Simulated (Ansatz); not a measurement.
## Se: from a trial structure to a relaxed crystal

All numbers below come from Ansatz 0.2.0, DFT r2SCAN, scalar-relativistic, plane waves, PAW. Cutoff 500 eV, Γ-centred k mesh, Gaussian smearing, no spin polarisation in the final step.

The start puts Se on the beta-tungsten (A15) structure type (Pm-3n, No. 223), at a guessed volume.

```xyz
8
Lattice="5.9802 0.0000 0.0000 0.0000 5.9802 0.0000 0.0000 0.0000 5.9802" Properties=species:S:1:pos:R:3 pbc="T T T"
Se    2.9901    2.9901    2.9901
Se    0.0000    0.0000    0.0000
Se    1.4950    0.0000    2.9901
Se    2.9901    1.4950    0.0000
Se    2.9901    4.4851    0.0000
Se    4.4851    0.0000    2.9901
Se    0.0000    2.9901    4.4851
Se    0.0000    2.9901    1.4950
```

Cell and atoms relax at zero pressure; the relaxation can't lower the symmetry of the start. After a coarse first stage the cell is made exact in the group found at 0.06 Å.

Energies count from the standard state of Se at the same level.

Q: What does it relax into?

A: It keeps Pm-3n (No. 223). The result has the beta-tungsten (A15) structure. Conventional cell: a = 5.499 Å. Se on Wyckoff site a (2 atoms of the primitive cell) is coordinated by 12 Se at 3.07 Å; Se on Wyckoff site c (6 atoms of the primitive cell) has 2 Se at 2.75 Å, 4 Se at 3.07 Å and 8 Se at 3.37 Å.

Space group Pm-3n (No. 223). a = 5.499 Å, b = 5.499 Å, c = 5.499 Å, α = 90.00°, β = 90.00°, γ = 90.00°
| atom | site | symmetry | x | y | z |
| --- | --- | --- | --- | --- | --- |
| Se | 2a | m-3. | 0.5000 | 0.5000 | 0.5000 |
| Se | 6c | -4m.2 | 0.2500 | 0.0000 | 0.5000 |

Q: What are its volume, energy, density and gap?

A: The volume per atom is 20.79 Å³ and the density is 6.31 g/cm³. The energy over the standard structure is 0.93 eV/atom. The gap on the 8×8×8 mesh is 0 eV (a metal).

The final run used a 8×8×8 mesh on its 8-atom cell and 0.10 eV smearing. The k mesh leaves about 4 meV/atom of noise in metals. Symmetry constrained the relaxation, so the result can be a saddle point.